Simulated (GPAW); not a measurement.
# SnTe (Fm-3m) in GPAW: further runs

One crystal, SnTe, is run at these levels: vdW-DF, BLYP+D3(BJ), mBEEF; tasks: band structure, equation of state.

Program: GPAW 26.7.0. These are calculated values, not measurements. Logs are shortened: lines on timing, memory, paths and dates and some standing lists are left out, and cuts for length are marked. The log counts tension as positive stress, the text compression.

**The experiment to reproduce.**

A printed reference work, textbook reports, for a bulk crystal of SnTe at 300 K: band gap 0.18 eV (direct).

How close the calculation comes is told below.

**1. The structure**

The structure is cubic, space group Fm-3m (No. 225). The conventional cell has a = 6.302 Å, b = 6.302 Å, c = 6.302 Å, α = 90.00°, β = 90.00°, γ = 90.00°. Te (site symmetry m-3m) is surrounded by 6 Sn at 3.15 Å. Sn (site symmetry m-3m) is surrounded by 6 Te at 3.15 Å.

**2. Band structure, vdW-DF, spin-orbit coupling, no magnetisation**

The input, run.py:

```python
import numpy as np
from ase.dft.bandgap import bandgap
from ase.io import read, write
from gpaw import GPAW, PW
from gpaw.spinorbit import soc_eigenstates

atoms = read('POSCAR')

calc = GPAW(mode=PW(600),
            xc={'name': 'vdW-DF', 'backend': 'libvdwxc'},
            kpts={'size': (6, 6, 6), 'gamma': True},
            occupations={'name': 'fermi-dirac', 'width': 0.05},
            nbands=19,
            convergence={'density': 1e-05, 'energy': 1e-05},
            maxiter=150,
            txt='gpaw.txt')
atoms.calc = calc
energy = atoms.get_potential_energy()
forces = atoms.get_forces()
calc.write('gs.gpw')
write('result.traj', atoms)
print(f'Energy: {energy:.6f} eV')
print('Forces (eV/A):')
print(forces.round(4))
print('Fermi level:', round(calc.get_fermi_level(), 4), 'eV')
print(f'Gap: {bandgap(calc)[0]:.4f} eV, direct: {bandgap(calc, direct=True)[0]:.4f} eV')

path = atoms.cell.bandpath('GXWKGLUWLK,UX', npoints=60, eps=1e-4)
bs_calc = calc.fixed_density(kpts=path, symmetry='off', nbands=32,
                             convergence={'bands': 'CBM+6.0', 'eigenstates': 1e-6}, txt='bands.txt')
bs = bs_calc.band_structure()
bs.write('bs.json')
print(f'Gap on the path: {bandgap(bs_calc)[0]:.4f} eV')

soc = soc_eigenstates(bs_calc, theta=90, phi=0)
np.savetxt('soc_bands.dat', soc.eigenvalues(), fmt='%.4f')
mesh = soc_eigenstates('gs.gpw', theta=90, phi=0)
np.savetxt('soc_mesh.dat', mesh.eigenvalues(), fmt='%.4f')
print('Fermi level with spin-orbit coupling:', round(mesh.fermi_level, 4), 'eV')
```

The input, POSCAR:

```
SnTe
1.0
    0.0000000000      3.1508500000      3.1508500000
    3.1508500000      0.0000000000      3.1508500000
    3.1508500000      3.1508500000      0.0000000000
Te Sn
1 1
Direct
    0.5000000000      0.5000000000      0.5000000000
    0.0000000000      0.0000000000      0.0000000000
```

Potentials or basis: GPAW PAW data sets (gpaw-data 1.2.1), pw.

The run is started by

```
$ OMP_NUM_THREADS=1 python run.py
```

gpaw.txt:

```text
__  _  _
 | _ |_)|_||  |
 |__||  | ||/\| - 26.7.0

Input parameters:
  mode=PW(ecut=600.0),
  convergence={'density': 1e-05, 'energy': 1e-05},
  kpts=MonkhorstPack(size=(6, 6, 6), gamma=True),
  maxiter=150,
  nbands=19,
  occupations=Occupations(name='fermi-dirac', width=0.05),
  xc=XC(name='vdW-DF', backend='libvdwxc')

Diagonalizing LCAO Hamiltonian
Converting LCAO to pw mode

                 Te

       Sn

Atoms  # Å, Bohr magnetons
|   | symbol |        x |        y |        z |    initial magnetic moments |
|---|--------|----------|----------|----------|-----------------------------|
| 0 |     Te | 3.150850 | 3.150850 | 3.150850 | ( 0.0000,  0.0000,  0.0000) |
| 1 |     Sn | 0.000000 | 0.000000 | 0.000000 | ( 0.0000,  0.0000,  0.0000) |

Unit cell  # Å
| periodic |        x |        y |        z |  lengths |    angles |
|----------|----------|----------|----------|----------|-----------|
|      yes | 0.000000 | 3.150850 | 3.150850 | 4.455975 | 60.000000 |
|      yes | 3.150850 | 0.000000 | 3.150850 | 4.455975 | 60.000000 |
|      yes | 3.150850 | 3.150850 | 0.000000 | 4.455975 | 60.000000 |

Number of symmetries: 48
Symmetry operations  # r_c * U_cc + t_c -> r_c
|    | kind |            matrix            |
|----|------|------------------------------|
|  0 |  σ   |  1, 0, 0,  1, 0,-1,  1,-1, 0 |
|  1 |  C2  |  1, 0, 0,  1,-1, 0,  1, 0,-1 |
|  2 |  E   |  1, 0, 0,  0, 1, 0,  0, 0, 1 |
|  3 |  σ   |  1, 0, 0,  0, 0, 1,  0, 1, 0 |
|  4 |  C4  |  1, 0,-1,  1, 0, 0,  1,-1, 0 |
|  5 |  S6  |  1, 0,-1,  1,-1, 0,  1, 0, 0 |
|  6 |  σ   |  1, 0,-1,  0, 1,-1,  0, 0,-1 |
|  7 |  C3  |  1, 0,-1,  0, 0,-1,  0, 1,-1 |
|  8 |  S6  |  1,-1, 0,  1, 0, 0,  1, 0,-1 |
|  9 |  C4  |  1,-1, 0,  1, 0,-1,  1, 0, 0 |
| 10 |  C3  |  1,-1, 0,  0,-1, 1,  0,-1, 0 |
| 11 |  σ   |  1,-1, 0,  0,-1, 0,  0,-1, 1 |
| 12 |  σ   |  0, 1, 0,  1, 0, 0,  0, 0, 1 |
| 13 |  C4  |  0, 1, 0,  0, 1,-1, -1, 1, 0 |
| 14 |  C3  |  0, 1, 0,  0, 0, 1,  1, 0, 0 |
| 15 |  S6  |  0, 1, 0, -1, 1, 0,  0, 1,-1 |
| 16 |  C2  |  0, 1,-1,  1, 0,-1,  0, 0,-1 |
| 17 |  σ   |  0, 1,-1,  0, 1, 0, -1, 1, 0 |
| 18 |  S4  |  0, 1,-1,  0, 0,-1,  1, 0,-1 |
| 19 |  C4  |  0, 1,-1, -1, 1, 0,  0, 1, 0 |
| 20 |  C3  |  0, 0, 1,  1, 0, 0,  0, 1, 0 |
| 21 |  σ   |  0, 0, 1,  0, 1, 0,  1, 0, 0 |
| 22 |  S6  |  0, 0, 1,  0,-1, 1, -1, 0, 1 |
| 23 |  C4  |  0, 0, 1, -1, 0, 1,  0,-1, 1 |
| 24 |  S4  |  0, 0,-1,  1, 0,-1,  0, 1,-1 |
| 25 |  C3  |  0, 0,-1,  0, 1,-1,  1, 0,-1 |
| 26 |  C2  |  0, 0,-1,  0,-1, 0, -1, 0, 0 |
| 27 |  S6  |  0, 0,-1, -1, 0, 0,  0,-1, 0 |
| 28 |  S4  |  0,-1, 1,  1,-1, 0,  0,-1, 0 |
| 29 |  C4  |  0,-1, 1,  0, 0, 1, -1, 0, 1 |
| 30 |  C2  |  0,-1, 1,  0,-1, 0,  1,-1, 0 |
| 31 |  σ   |  0,-1, 1, -1, 0, 1,  0, 0, 1 |
| 32 |  C3  |  0,-1, 0,  1,-1, 0,  0,-1, 1 |
| 33 |  S6  |  0,-1, 0,  0, 0,-1, -1, 0, 0 |
| 34 |  S4  |  0,-1, 0,  0,-1, 1,  1,-1, 0 |
| 35 |  C2  |  0,-1, 0, -1, 0, 0,  0, 0,-1 |
| 36 |  C2  | -1, 1, 0,  0, 1, 0,  0, 1,-1 |
| 37 |  S6  | -1, 1, 0,  0, 1,-1,  0, 1, 0 |
| 38 |  S4  | -1, 1, 0, -1, 0, 1, -1, 0, 0 |
| 39 |  C3  | -1, 1, 0, -1, 0, 0, -1, 0, 1 |
| 40 |  S6  | -1, 0, 1,  0, 0, 1,  0,-1, 1 |
| 41 |  C2  | -1, 0, 1,  0,-1, 1,  0, 0, 1 |
| 42 |  C3  | -1, 0, 1, -1, 1, 0, -1, 0, 0 |
| 43 |  S4  | -1, 0, 1, -1, 0, 0, -1, 1, 0 |
| 44 |  C2  | -1, 0, 0,  0, 0,-1,  0,-1, 0 |
| 45 |  i   | -1, 0, 0,  0,-1, 0,  0, 0,-1 |
| 46 |  σ   | -1, 0, 0, -1, 1, 0, -1, 0, 1 |
| 47 |  C2  | -1, 0, 0, -1, 0, 1, -1, 1, 0 |

BZ-sampling:
  Number of BZ points: 216
  Number of IBZ points: 16

  Monkhorst-Pack size: [6, 6, 6]
  Monkhorst-Pack shift: [0.08333333333333333, 0.08333333333333333, 0.08333333333333333]

K-points  # in reciprocal-cell coordinates
|     |                                coordinates |     weight |
|-----|--------------------------------------------|------------|
|   0 | (  0.00000000,   0.00000000,   0.00000000) | 0.00462963 |
|   1 | (  0.16666667,   0.16666667,   0.00000000) | 0.02777778 |
|   2 | (  0.16666667,   0.16666667,   0.16666667) | 0.03703704 |
|   3 | (  0.33333333,   0.16666667,   0.16666667) | 0.05555556 |
|   4 | (  0.33333333,   0.33333333,  -0.33333333) | 0.05555556 |
|   5 | (  0.33333333,   0.33333333,   0.00000000) | 0.02777778 |
|   6 | (  0.33333333,   0.33333333,   0.16666667) | 0.11111111 |
|   7 | (  0.33333333,   0.33333333,   0.33333333) | 0.03703704 |
|   8 | (  0.50000000,   0.33333333,  -0.33333333) | 0.11111111 |
|   9 | (  0.50000000,   0.33333333,  -0.16666667) | 0.05555556 |
| ... |                                            |            |
|  15 | (  0.50000000,   0.50000000,   0.50000000) | 0.01851852 |

Plane wave coefficients: 2100
Cutoff: 600.0 eV

Spin-components: 1 (collinear spins)
Bands:           19
Projectors:      11
Spin-degeneracy: 2
Datatype:        complex128

Parallelization:
  kpt:    1
  domain: 1
  band:   1

Density:
  Valence electrons: 20.0
  Components: 1
  Grid points: [27 27 27]
  Charge: 0.0  # |e|

Potential:
  Grid points: [27 27 27]

species:
  Te:
    name:    Tellurium
    Z:       52.0
    valence: 6
    core:    46
    charge:  0.0  # [|e|]
    compensation charges:
      type: gauss
      rc: 0.36  # [Å]
      lmax: 2
    cutoffs:
      filter: 2.09  # [Å]
      core: 3.17  # [Å]
    projectors
    | kind |    occ | energy [eV] | rcut [Å] |
    |------|--------|-------------|----------|
    |   5s |  2.000 |     -15.027 |    1.180 |
    |   5p |  4.000 |      -5.913 |    1.196 |
    |    s |        |      12.185 |    1.180 |
    |    p |        |      21.299 |    1.196 |
    |    d |        |       0.000 |    1.238 |

    Using partial waves for Te as LCAO basis

  Sn:
    name:    Tin
    Z:       50.0
    valence: 14
    core:    36
    charge:  0.0  # [|e|]
    compensation charges:
      type: gauss
      rc: 0.38  # [Å]
      lmax: 2
    cutoffs:
      filter: 2.23  # [Å]
      core: 2.35  # [Å]
    projectors
    | kind |    occ | energy [eV] | rcut [Å] |
    |------|--------|-------------|----------|
    |   5s |  2.000 |     -10.469 |    1.201 |
    |   5p |  2.000 |      -3.642 |    1.270 |
    |   4d | 10.000 |     -25.826 |    1.185 |
    |    s |        |      16.742 |    1.201 |
    |    p |        |      23.569 |    1.270 |
    |    d |        |       1.385 |    1.185 |

    Using partial waves for Sn as LCAO basis

Reference energy: -352814.385549  # eV

eigensolver:
  PPCG
  Converge bands: occupied
  niter=2

density mixing:
  MSR1-Mixer
  Pratt-step length: 0.05
  Maximum mixing coefficient: 0.75
  Old densities: 10
  SVD Regularization: 0.005
  Good broyden scale: 1.0
  Trust region scale: 1.0
  Backstep threshold: 4.0
  History deletion threshold: 6.0
  Fourier metric: weight=20.0, sigma=0.015

occupation numbers:
  Fermi-Dirac:
    width: 0.0500  # eV

poisson solver:
  ecut: 4800.0  # eV

xc functional:
  name: vdW-DF with libvdwxc
  Mode: serial
  Semilocal: GGA_X_PBE_R+LDA_C_PW with 2 nearest neighbor stencil
  Local blocksize: 54 x 54 x 54
  PAW datasets: revPBE

convergence criteria:
- Maximum integral of absolute [dens]ity change: 1e-05 electrons / valence electron
- Maximum [total energy] change in last 3 cyles: 1e-05 eV / valence electron
- Maximum integral of absolute [eigenst]ate change: 4e-08 eV^2 / valence electron
maximum number of iterations: 150

SCF iterations
|iter     | |      energy | eigst |  dens |
|---------|-|-------------|-------|-------|
|iter:   1| | -121.734238 | -0.20 |       |
|iter:   2| | -121.727939 | -2.16 | -1.42 |
|iter:   3| | -121.704775 | -2.31 | -1.46 |
|iter:   4| | -121.708485 | -3.59 | -2.03 |
|iter:   5| | -121.709269 | -4.38 | -2.48 |
|iter:   6| | -121.709335 | -5.92 | -3.20 |
|iter:   7| | -121.709340c| -6.57 | -3.86 |
|iter:   8| | -121.709340c| -7.33 | -4.49 |
|iter:   9| | -121.709340c| -7.97c| -5.24c|

Converged in 9 steps
Energy contributions relative to reference atoms: (reference = -352814.385549)

Energy contributions:
  Kinetic:          21.694295
  Coulomb:         -20.620247
  Zero:             -0.224806
  External:          0.000000
  Xc:             -122.557268
  Entropy:          -0.002627
  Spinorbit:         0.000000
  ----------------------------
  Free energy:    -121.710654
  Extrapolated:   -121.709340

dipole moment: (-21.230097, -21.230097, -21.230097)  # |e|*Ang

Fermi level: 6.689
Eigenvalues  # (at kpt = [0.000, 0.000, 0.000])
| band index |      eig [eV] | occ [0-2] |
|------------|---------------|-----------|
|          0 |       -15.702 |     2.000 |
|        ... |               |           |
|          2 |       -15.692 |     2.000 |
|          3 |       -15.692 |     2.000 |
|          4 |       -15.692 |     2.000 |
|          5 |        -6.193 |     2.000 |
|          6 |         1.899 |     2.000 |
|          7 |         4.395 |     2.000 |
[... 9 lines left out ...]
|         17 |        13.568 |     0.000 |
|         18 |        13.745 |     0.000 |

Gap: 0.032 eV
Transition (v -> c):
  (s=0, k=15, n=9, [0.50, 0.50, 0.50]) -> (s=0, k=15, n=10, [0.50, 0.50, 0.50])
No difference between direct/indirect transitions

Forces  # eV/Ang
|        x |       y |        z |
|----------|---------|----------|
| -0.00000 | 0.00000 |  0.00000 |  # Te   0
|  0.00000 | 0.00000 | -0.00000 |  # Sn   1

# Writing to gs.gpw (mode='')
```

Run time: 30 s. Hardware: 1 thread of AMD EPYC 9R45 (Zen 5), shared host; peak memory 0.34 GiB.

What came out:

| Item | Value |
| --- | --- |
| Free energy | -121.7107 eV |
| Band gap on the k mesh | 0.21 eV, direct |
| Band gap along the path | 0.21 eV, direct |

Levels at the corners of the path, in eV from the valence-band top:
| point | band 17 | band 18 | band 19 | band 20 | band 21 | band 22 | band 23 | band 24 |
| --- | --- | --- | --- | --- | --- | --- | --- | --- |
| Γ | -1.81 | -1.81 | -1.81 | -1.81 | 2.75 | 2.75 | 3.69 | 3.69 |
| X | -3.93 | -3.93 | -3.43 | -3.43 | 2.46 | 2.46 | 4.53 | 4.53 |
| W | -4.64 | -4.64 | -0.80 | -0.80 | 0.92 | 0.92 | 4.69 | 4.69 |
| K | -3.27 | -3.27 | -2.56 | -2.56 | 2.85 | 2.85 | 3.39 | 3.39 |
| Γ | -1.81 | -1.81 | -1.81 | -1.81 | 2.75 | 2.75 | 3.69 | 3.69 |
| L | -1.48 | -1.48 | 0.00 | 0.00 | 0.21 | 0.21 | 0.44 | 0.44 |
| U | -3.27 | -3.27 | -2.56 | -2.56 | 2.85 | 2.85 | 3.39 | 3.39 |
| W | -4.64 | -4.64 | -0.80 | -0.80 | 0.92 | 0.92 | 4.69 | 4.69 |
| L | -1.48 | -1.48 | 0.00 | 0.00 | 0.21 | 0.21 | 0.44 | 0.44 |
| K | -3.27 | -3.27 | -2.56 | -2.56 | 2.85 | 2.85 | 3.39 | 3.39 |
| U | -3.27 | -3.27 | -2.56 | -2.56 | 2.85 | 2.85 | 3.39 | 3.39 |
| X | -3.93 | -3.93 | -3.43 | -3.43 | 2.46 | 2.46 | 4.53 | 4.53 |

Caveat: spin-orbit coupling was added after a scalar SCF, so levels and gaps hold it while energy, forces, pressure and moments don't; this program's spin-orbit splittings come out too wide for heavy elements; the PAW data sets were made with another functional, which shifts forces and pressure a little.

(Part 1 of 2 ends here.)
